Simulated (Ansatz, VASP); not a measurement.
GaN in VASP and in Ansatz

File INCAR:

```
PREC     = Accurate       # precision mode
ENCUT    = 520            # plane-wave cutoff, eV
EDIFF    = 1E-6           # SCF threshold, eV
ISMEAR   = -1             # smearing method
SIGMA    = 0.05           # smearing width, eV
LREAL    = F              # projectors in reciprocal space
LASPH    = T              # aspherical terms in the spheres
NELM     = 80             # most SCF steps
ALGO     = Normal         # electronic algorithm
ISIF     = 2              # what is computed and relaxed
LWAVE    = F              # write WAVECAR
LCHARG   = F              # write CHGCAR
```

Contents of KPOINTS:

```
regular mesh
0
Gamma
  10 10 5
```

POSCAR

```
GaN
1.0
    3.1800000000      0.0000000000      0.0000000000
   -1.5900000000      2.7539607840      0.0000000000
    0.0000000000      0.0000000000      5.1660000000
Ga N
2 2
Direct
    0.6666666667      0.3333333333      0.5000000000
    0.3333333333      0.6666666667      0.0000000000
    0.6666666667      0.3333333333      0.8750000000
    0.3333333333      0.6666666667      0.3750000000
```

The input KPOINTS_OPT:

```
path GMKGALHA,LM,KH
20
line-mode
reciprocal
 0.0000000000  0.0000000000  0.0000000000  G
 0.5000000000  0.0000000000  0.0000000000  M

 0.5000000000  0.0000000000  0.0000000000  M
 0.3333333333  0.3333333333  0.0000000000  K

 0.3333333333  0.3333333333  0.0000000000  K
 0.0000000000  0.0000000000  0.0000000000  G

 0.0000000000  0.0000000000  0.0000000000  G
 0.0000000000  0.0000000000  0.5000000000  A

 0.0000000000  0.0000000000  0.5000000000  A
 0.5000000000  0.0000000000  0.5000000000  L

 0.5000000000  0.0000000000  0.5000000000  L
 0.3333333333  0.3333333333  0.5000000000  H

 0.3333333333  0.3333333333  0.5000000000  H
 0.0000000000  0.0000000000  0.5000000000  A

 0.5000000000  0.0000000000  0.5000000000  L
 0.5000000000  0.0000000000  0.0000000000  M

 0.3333333333  0.3333333333  0.0000000000  K
 0.3333333333  0.3333333333  0.5000000000  H
```

input.yaml

```yaml
crystal:
  lattice:
    - [3.18, 0.0, 0.0]
    - [-1.59, 2.753960784, 0.0]
    - [0.0, 0.0, 5.166]
  atoms:
    - { symbol: Ga, position: [0.6666666667, 0.3333333333, 0.5] }
    - { symbol: Ga, position: [0.3333333333, 0.6666666667, 0.0] }
    - { symbol: "N", position: [0.6666666667, 0.3333333333, 0.875] }
    - { symbol: "N", position: [0.3333333333, 0.6666666667, 0.375] }
hamiltonian:
  xc: lda
  pseudopotentials: { kind: paw }
kpoints:
  mp_grid: { grid: [10, 10, 5] }
  band_path:
    path:
      - [[0.0, 0.0, 0.0], [0.5, 0.0, 0.0], [0.3333333333, 0.3333333333, 0.0], [0.0, 0.0, 0.0], [0.0, 0.0, 0.5], [0.5, 0.0, 0.5], [0.3333333333, 0.3333333333, 0.5], [0.0, 0.0, 0.5]]
      - [[0.5, 0.0, 0.5], [0.5, 0.0, 0.0]]
      - [[0.3333333333, 0.3333333333, 0.0], [0.3333333333, 0.3333333333, 0.5]]
    npoints: 14
scf:
  occupations: { method: fermi_dirac, width: 0.05 }
  n_extra_bands: 10
output:
  forces: true
  stress: true
  eigenvalues: true
  fatbands: false
  write_density: true
  write_potential: true
  elf: true
  volumetric_format: npy
```

Alike in both runs: task band structure; functional LDA; k mesh 10 × 10 × 5; occupations fermi-dirac, width 0.05 eV; no spin polarisation.

|  | VASP | Ansatz |
| --- | --- | --- |
| version | VASP 6.6.1 | Ansatz 0.2.0 |
| potentials or method | VASP PAW LDA potentials, release 64 (Ga_d, N) | Ansatz PAW |
| plane-wave cutoff (eV) | 520 | 420 |
| valence electrons in the cell | 36 | 36 |

VASP gave:

| Quantity | Value |
| --- | --- |
| gap on the k mesh at the Fermi level (eV) | 1.99 |
| least direct gap on the mesh (eV) | 1.99 |
| gap along the band path (eV) | 1.99 |
| pressure (GPa) | -3.5 |
| largest component of the traceless stress (GPa) | 1.45 |
| rms of the force components (eV/Å) | 0.074 |

**Question.** What did Ansatz give for the same quantities?

**Answer.** gap on the k mesh at the Fermi level (eV): 1.97; least direct gap on the mesh (eV): 1.97; gap along the band path (eV): 1.97; pressure (GPa): -4.5; largest component of the traceless stress (GPa): 1.42; rms of the force components (eV/Å): 0.073.

Atom by atom the forces differ by 0.001 eV/Å (rms over components).

Caveats: the pressure holds a Pulay correction of +0.6 GPa for the finite cutoff (Ansatz); the PAW data sets come from PBE, with cores solved anew for the run's functional, which leaves a small shift of forces and pressure (Ansatz). LDA gaps usually lie below the measured ones, often by a third to a half.
